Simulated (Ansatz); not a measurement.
AgCl (Chlorargyrite) in Ansatz: the effect of functional

AgCl (Chlorargyrite):

```
Ag Cl
1.0
     0.00000    2.69804    2.69804
     2.69804    0.00000    2.69804
     2.69804    2.69804    0.00000
Ag Cl
1 1
Cartesian
  0.0000 0.0000 0.0000
  2.6980 2.6980 2.6980
```

The cell isn't the ideal one: volume scaled by 0.96.

Alike in all runs:

* Program: Ansatz 0.2.0
* Task: single point
* Potentials or basis: Ansatz PAW
* k mesh: 8 × 8 × 8
* Occupations: fermi-dirac, width 0.05 eV
* Spin: no spin polarisation

```csv
functional,cutoff,gap on the mesh (eV),pressure (GPa)
LDA,420 eV (not typed: the program's choice for these potentials),?,?
PBEsol,420 eV (not typed: the program's choice for these potentials),0.73,1.7
r2SCAN,500 eV (not typed: the program's choice for these potentials),1.49,5.1
```

Task: What does the run with functional LDA give?

Result: gap on the mesh 0.62 eV; pressure -1.5 GPa.

Caveats: the PAW data sets come from PBE, with cores solved anew for the run's functional, which leaves a small shift of forces and pressure.

A k mesh can miss the band edges.

Runs at the PBE level aren't shown here.
